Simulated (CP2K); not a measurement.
# Se (P3_221) in CP2K: reference runs

How does Se come out in PBE? The cell is run as given and disturbed.

All numbers are computed with CP2K 2026.2; they aren't measurements. Logs are shortened: lines on timing, memory, paths and dates and some standing lists are left out, and cuts for length are marked.

## (1) The structure

The structure is trigonal, space group P3_221 (No. 154). Conventional cell: a = 4.355 Å, b = 4.355 Å, c = 4.949 Å, α = 90.00°, β = 90.00°, γ = 120.00°. Around Se (site symmetry 2) lie 2 Se at 2.32 Å.

## (2) Single point, PBE

File se_scf.inp:

```
&GLOBAL
  PROJECT se_scf
  RUN_TYPE ENERGY_FORCE
  PRINT_LEVEL LOW
&END GLOBAL
&FORCE_EVAL
  METHOD QS
  STRESS_TENSOR ANALYTICAL
  &DFT
    BASIS_SET_FILE_NAME BASIS_MOLOPT_UZH
    POTENTIAL_FILE_NAME POTENTIAL_UZH
    &MGRID
      CUTOFF 450
      REL_CUTOFF 60
      NGRIDS 5
    &END MGRID
    &QS
      METHOD GPW
      EPS_DEFAULT 1.0E-10
    &END QS
    &KPOINTS
      SCHEME MONKHORST-PACK 7 7 6
      GAMMA_CENTERED T
      SYMMETRY T
      SYMMETRY_BACKEND SPGLIB
    &END KPOINTS
    &SCF
      SCF_GUESS ATOMIC
      EPS_SCF 1.0E-6
      MAX_SCF 100
      ADDED_MOS 12
      CHOLESKY OFF
      EPS_EIGVAL 1.0E-7
      &DIAGONALIZATION ON
        ALGORITHM STANDARD
      &END DIAGONALIZATION
      &MIXING ON
        METHOD BROYDEN_MIXING
        ALPHA 0.4
        BETA 1.5
        NBUFFER 8
      &END MIXING
      &SMEAR ON
        METHOD FERMI_DIRAC
        ELECTRONIC_TEMPERATURE [K] 580.226
      &END SMEAR
    &END SCF
    &XC
      &XC_FUNCTIONAL
        &GGA_X_PBE
        &END GGA_X_PBE
        &GGA_C_PBE
        &END GGA_C_PBE
      &END XC_FUNCTIONAL
    &END XC
    &PRINT
      &KPOINTS ON
      &END KPOINTS
      &MULLIKEN ON
      &END MULLIKEN
      &MO ON
        ENERGIES T
        OCCUPATION_NUMBERS T
        &EACH
          QS_SCF 0
        &END EACH
        ADD_LAST NUMERIC
      &END MO
      &LOWDIN ON
      &END LOWDIN
      &HIRSHFELD ON
        SHAPE_FUNCTION DENSITY
      &END HIRSHFELD
      &E_DENSITY_CUBE ON
        STRIDE 1
      &END E_DENSITY_CUBE
      &V_HARTREE_CUBE ON
        STRIDE 1
      &END V_HARTREE_CUBE
      &ELF_CUBE ON
        STRIDE 1
      &END ELF_CUBE
    &END PRINT
  &END DFT
  &SUBSYS
    &CELL
      ABC 4.3551700000 4.3551700000 4.9494500000
      ALPHA_BETA_GAMMA 90.0000000000 90.0000000000 120.0000000000
      PERIODIC XYZ
    &END CELL
    &COORD
      Se  1.7050490550 2.9532315927 2.4747250000
      Se  -0.4725359450 0.8184562651 4.1245416665
      Se  0.9450718900 0.0000000000 0.8249083335
    &END COORD
    &KIND Se
      BASIS_SET TZVP-MOLOPT-PBE-GTH-q6
      POTENTIAL GTH-PBE-q6
    &END KIND
    &PRINT
      &ATOMIC_COORDINATES ON
      &END ATOMIC_COORDINATES
      &CELL ON
      &END CELL
    &END PRINT
  &END SUBSYS
  &PRINT
    &FORCES ON
    &END FORCES
    &STRESS_TENSOR ON
    &END STRESS_TENSOR
  &END PRINT
&END FORCE_EVAL
```

Potentials or basis: POTENTIAL_UZH Se GTH-PBE-q6; TZVP-MOLOPT-PBE-GTH basis.

Launch:

```
$ OMP_NUM_THREADS=1 cp2k.psmp -i se_scf.inp -o se_scf.out
```

se_scf.out:

```text

 CP2K| version string:                                       CP2K version 2026.2
 CP2K| Input file name                                                se_scf.inp

 GLOBAL| Force Environment number                                              1
 GLOBAL| Basis set file name                                    BASIS_MOLOPT_UZH
 GLOBAL| Potential file name                                       POTENTIAL_UZH
 GLOBAL| MM Potential file name                                     MM_POTENTIAL
 GLOBAL| Coordinate file name                                      __STD_INPUT__
 GLOBAL| Method name                                                        CP2K
 GLOBAL| Project name                                                     se_scf
 GLOBAL| Run type                                                   ENERGY_FORCE
 GLOBAL| FFT library                                                       FFTW3
[... 8 lines left out ...]
 GLOBAL| CPU model name                                                  UNKNOWN

 CELL| Volume [angstrom^3]:                                            81.301357
 CELL| Vector a [angstrom]:       4.355     0.000     0.000   |a| =     4.355170
 CELL| Vector b [angstrom]:      -2.178     3.772     0.000   |b| =     4.355170
 CELL| Vector c [angstrom]:       0.000     0.000     4.949   |c| =     4.949450
 CELL| Angle (b,c), alpha [degree]:                                    90.000000
 CELL| Angle (a,c), beta  [degree]:                                    90.000000
 CELL| Angle (a,b), gamma [degree]:                                   120.000000
 CELL| Numerically orthorhombic:                                              NO
 CELL| Periodicity                                                           XYZ

 CELL_REF| Volume [angstrom^3]:                                        81.301357
 CELL_REF| Vector a [angstrom     4.355     0.000     0.000   |a| =     4.355170
 CELL_REF| Vector b [angstrom    -2.178     3.772     0.000   |b| =     4.355170
 CELL_REF| Vector c [angstrom     0.000     0.000     4.949   |c| =     4.949450
 CELL_REF| Angle (b,c), alpha [degree]:                                90.000000
 CELL_REF| Angle (a,c), beta  [degree]:                                90.000000
 CELL_REF| Angle (a,b), gamma [degree]:                               120.000000
 CELL_REF| Numerically orthorhombic:                                          NO
 CELL_REF| Periodicity                                                       XYZ
[... 9 lines left out ...]
 TOTAL NUMBERS AND MAXIMUM NUMBERS

  Total number of            - Atomic kinds:                                   1
                             - Atoms:                                          3
                             - Shell sets:                                     3
                             - Shells:                                        21
                             - Primitive Cartesian functions:                 12
                             - Cartesian basis functions:                     54
                             - Spherical basis functions:                     51

  Maximum angular momentum of the orbital basis functions:                     2

 MODULE QUICKSTEP: ATOMIC COORDINATES IN ANGSTROM

   Atom Kind Element         X             Y             Z       Z(eff)     Mass
[... 314 lines left out ...]
 MO|     21               0.699527              19.035100               0.000000
 MO| Sum:                                                              18.000000
 MO| E(Fermi):            0.149044 a.u.          4.055696 eV
 MO| Band gap:            0.162375 a.u.          4.418451 eV

 MO| EIGENVALUES AND OCCUPATION NUMBERS FOR K POINT 8
 MO|
 MO|  Index      Eigenvalue [a.u.]        Eigenvalue [eV]             Occupation
 MO|      1              -0.410933             -11.182055               2.000000
 MO|      2              -0.409345             -11.138834               2.000000
 MO|      3              -0.255557              -6.954054               2.000000
 MO|      4              -0.095079              -2.587238               2.000000
 MO|      5              -0.055602              -1.513017               2.000000
 MO|      6              -0.052855              -1.438255               2.000000
[... 175 lines left out ...]
 MO|     20               0.637961              17.359797               0.000000
 MO|     21               0.650998              17.714549               0.000000
 MO| Sum:                                                              17.999998
 MO| E(Fermi):            0.149044 a.u.          4.055696 eV

 [... the levels of further k-points ...]

 The electron density is written in Cube    file format to the file:

 se_scf-ELECTRON_DENSITY-1_0.cube

 !-----------------------------------------------------------------------------!
                     Mulliken Population Analysis

 #  Atom  Element  Kind  Atomic population                           Net charge
       1     Se       1          6.000000                              0.000000
       2     Se       1          6.000000                             -0.000000
       3     Se       1          6.000000                             -0.000000
 # Total charge                             18.000000                  0.000000

 !-----------------------------------------------------------------------------!

 !-----------------------------------------------------------------------------!
                           Hirshfeld Charges

  #Atom  Element  Kind  Ref Charge     Population                    Net charge
      1       Se     1       6.000          6.000                         0.000
      2       Se     1       6.000          6.000                        -0.000
      3       Se     1       6.000          6.000                        -0.000

  Total Charge                                                           -0.000
 !-----------------------------------------------------------------------------!

 LOWDIN POPULATION ANALYSIS

 #  Atom  Element  Kind  Atomic population                           Net charge
       1     Se       1          5.991328                              0.008672
       2     Se       1          5.993273                              0.006727
       3     Se       1          6.015398                             -0.015398
 # Total charge                             18.000000                  0.000000

               ----- ELF is computed on the real space grid -----

 ELF is written in Cube    file format to the file:

 se_scf-ELF_S1-1_0.cube

 ENERGY| Total FORCE_EVAL ( QS ) energy [hartree]            -28.276408430275897

 FORCES| Atomic forces [hartree/bohr]
 FORCES|   Atom     x               y               z               |f|
 FORCES|      1 -1.36936395E-02 -2.37181033E-02 -1.23456391E-08   2.73872997E-02
 FORCES|      2 -1.36940440E-02  2.37175299E-02  4.75684291E-08   2.73870054E-02
 FORCES|      3  2.73869844E-02 -6.37587352E-07 -3.52222173E-08   2.73869844E-02
 FORCES| Sum    -6.99082205E-07 -1.21092298E-06  5.72741250E-13
 FORCES| Total atomic force                                       1.39823116E-06

 STRESS| Analytical stress tensor [bar]
 STRESS|                        x                   y                   z
 STRESS|      x        5.34808410145E+04   1.79879736727E-02   9.63301734811E-03
 STRESS|      y        1.79879736727E-02   5.34808562324E+04   1.36707983472E-02
 STRESS|      z        9.63301734811E-03   1.36707983472E-02   8.95661717730E+04
 STRESS| 1/3 Trace                                             6.55092896733E+04
 STRESS| Determinant                                           2.56177269251E+14

 STRESS| Eigenvectors and eigenvalues of the analytical stress tensor [bar]
 STRESS|                        1                   2                   3
 STRESS| Eigenvalues   5.34808290923E+04   5.34808681545E+04   8.95661717730E+04
 STRESS|      x           0.833541438069      0.552456940423      0.000000266951
 STRESS|      y          -0.552456940423      0.833541438069      0.000000378847
 STRESS|      z          -0.000000013218     -0.000000463264      1.000000000000
```

Wall time 16 s (1 thread of Arm Neoverse V1, shared host); peak memory 0.31 GiB.

Results:

```yaml
Free_energy: -769.4402 eV
Pressure: 6.6 GPa
Largest_force: 1.408 eV/Å
Band_gap_on_the_k_mesh: 1.14 eV, indirect (least direct gap 1.37 eV)
```

Forces in eV/Å, atoms in the order of the input:
```
Se  -0.704 -1.220  0.000
Se  -0.704  1.220  0.000
Se   1.408  0.000  0.000
```

Caveat: an odd mesh through Γ misses points on the zone boundary, where band edges often lie; the basis of atomic orbitals isn't converged, which shifts pressures, moduli and gaps; forces of over 1 eV/Å show positions far from the minimum, so gaps and moduli don't describe the material at rest.

## (3) Single point, PBE (atoms moved at random, drawn with an rms of 0.05 Å)

se_scf.inp: that of step 2 with these lines changed.

```diff
@@ -14,3 +14,3 @@
       REL_CUTOFF 60
-      NGRIDS 5
+      NGRIDS 4
     &END MGRID
@@ -44,3 +44,3 @@
         METHOD FERMI_DIRAC
-        ELECTRONIC_TEMPERATURE [K] 580.226
+        ELECTRONIC_TEMPERATURE 580.23
       &END SMEAR
@@ -73,11 +73,2 @@
       &END HIRSHFELD
-      &E_DENSITY_CUBE ON
-        STRIDE 1
-      &END E_DENSITY_CUBE
-      &V_HARTREE_CUBE ON
-        STRIDE 1
-      &END V_HARTREE_CUBE
-      &ELF_CUBE ON
-        STRIDE 1
-      &END ELF_CUBE
     &END PRINT
@@ -86,4 +77,5 @@
     &CELL
-      ABC 4.3551700000 4.3551700000 4.9494500000
-      ALPHA_BETA_GAMMA 90.0000000000 90.0000000000 120.0000000000
+      A 4.3551700000 0.0000000000 0.0000000000
+      B -2.1775850000 3.7716878578 0.0000000000
+      C 0.0000000000 0.0000000000 4.9494500000
       PERIODIC XYZ
@@ -91,5 +83,5 @@
     &COORD
-      Se  1.7050490550 2.9532315927 2.4747250000
-      Se  -0.4725359450 0.8184562651 4.1245416665
-      Se  0.9450718900 0.0000000000 0.8249083335
+      Se  1.6926651291 2.9812740919 2.4665782053
+      Se  -0.4014552154 0.8355948148 4.1323007545
+      Se  0.8979162868 -0.0137478022 0.8517805472
     &END COORD
```

Potentials or basis: POTENTIAL_UZH Se GTH-PBE-q6; TZVP-MOLOPT-PBE-GTH basis.

Launch:

```
$ OMP_NUM_THREADS=1 cp2k.psmp -i se_scf.inp -o se_scf.out
```

se_scf.out:

```text

 CP2K| version string:                                       CP2K version 2026.2
 CP2K| Input file name                                                se_scf.inp

 GLOBAL| Force Environment number                                              1
 GLOBAL| Basis set file name                                    BASIS_MOLOPT_UZH
 GLOBAL| Potential file name                                       POTENTIAL_UZH
 GLOBAL| MM Potential file name                                     MM_POTENTIAL
 GLOBAL| Coordinate file name                                      __STD_INPUT__
 GLOBAL| Method name                                                        CP2K
 GLOBAL| Project name                                                     se_scf
 GLOBAL| Run type                                                   ENERGY_FORCE
 GLOBAL| FFT library                                                       FFTW3
[... 8 lines left out ...]
 GLOBAL| CPU model name                                                  UNKNOWN

 CELL| Volume [angstrom^3]:                                            81.301357
 CELL| Vector a [angstrom]:       4.355     0.000     0.000   |a| =     4.355170
[... 579 lines left out ...]
       2     Se       1          6.000534                             -0.000534
       3     Se       1          5.998013                              0.001987
 # Total charge                             18.000000                  0.000000

 ENERGY| Total FORCE_EVAL ( QS ) energy [hartree]            -28.270332129026482

 FORCES| Atomic forces [hartree/bohr]
 FORCES|   Atom     x               y               z               |f|
 FORCES|      1 -2.25977889E-02 -3.06564105E-02  1.02950883E-02   3.94520521E-02
 FORCES|      2 -2.28001103E-02  2.99651742E-02 -5.61452947E-03   3.80694055E-02
 FORCES|      3  4.53974079E-02  6.91838521E-04 -4.67991504E-03   4.56432349E-02
 FORCES| Sum    -4.91265916E-07  6.02172201E-07  6.43798048E-07
 FORCES| Total atomic force                                       1.00917267E-06

 STRESS| Analytical stress tensor [bar]
 STRESS|                        x                   y                   z
 STRESS|      x        7.77521334618E+04   2.10425531055E+03  -5.40357523255E+03
 STRESS|      y        2.10425531055E+03   6.64291579210E+04  -1.46108056362E+04
 STRESS|      z       -5.40357523255E+03  -1.46108056362E+04   1.20874464936E+05
 STRESS| 1/3 Trace                                             8.83519187728E+04
 STRESS| Determinant                                           6.05576888192E+14

 STRESS| Eigenvectors and eigenvalues of the analytical stress tensor [bar]
 STRESS|                        1                   2                   3
 STRESS| Eigenvalues   6.27199542345E+04   7.70910781009E+04   1.25244723983E+05
 STRESS|      x          -0.049831736569      0.991487599361     -0.120287731478
 STRESS|      y           0.969738127477      0.019210372608     -0.243390479891
 STRESS|      z           0.239007870473      0.128776169759      0.962440614248
```

It took 20 s on 1 thread of Arm Neoverse V1, shared host; peak memory 0.33 GiB.

What came out:

```yaml
Free_energy: -769.2749 eV
Pressure: 8.8 GPa
Largest_force: 2.347 eV/Å
Band_gap_on_the_k_mesh: 0.99 eV, indirect (least direct gap 1.15 eV)
```

Forces in eV/Å, atoms in the order of the input:
```
Se  -1.162 -1.576  0.529
Se  -1.172  1.541 -0.289
Se   2.334  0.036 -0.241
```

Stress tensor (GPa, compression positive):
```
 7.78  0.21 -0.54
 0.21  6.64 -1.46
-0.54 -1.46 12.09
```

Levels at points of the mesh, in eV from the valence-band top:
```
           k point  band 7  band 8  band 9  band 10  band 11  band 12
(0.00, 0.00, 0.00)   -2.38   -2.25   -0.40     2.02     2.18     2.69
(0.00, 0.00, 0.50)   -1.64   -1.54   -1.30     1.14     1.42     1.72
```

Caveat: an odd mesh through Γ misses points on the zone boundary, where band edges often lie; the basis of atomic orbitals isn't converged, which shifts pressures, moduli and gaps.
